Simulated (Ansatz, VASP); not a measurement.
# Ag: VASP beside Ansatz

```xyz
2
Lattice="0.0000 2.5009 2.5009 2.5009 0.0000 2.5009 2.5009 2.5009 0.0000" Properties=species:S:1:pos:R:3 pbc="T T T"
Ag   -0.6252   -0.6252   -0.6252
Ag    0.6252    0.6252    0.6252
```

Change from the starting cell: volume scaled by 0.6, LAPW.

Alike in both runs: task single point; functional LDA; k mesh 13 × 13 × 13; occupations fermi-dirac, width 0.05 eV; no spin polarisation.

|  | VASP | Ansatz |
| --- | --- | --- |
| version | VASP 6.6.1 | Ansatz 0.2.0 |
| potentials or method | VASP PAW LDA potentials, release 64 (Ag), cutoff 520 eV | all-electron LAPW, scalar-relativistic |

VASP gave:

- pressure (GPa): 102.9

**Question.** Which values does Ansatz return?

**Answer.** Pressure (GPa): 105.7.

Ansatz ran all-electron here, so the differences hold the error of VASP's frozen core and of both bases.

Caveats: the cell as given lies far from equilibrium; so large a pressure means that the cell lies far from this level's equilibrium, or that cutoff or potentials fall short (VASP).
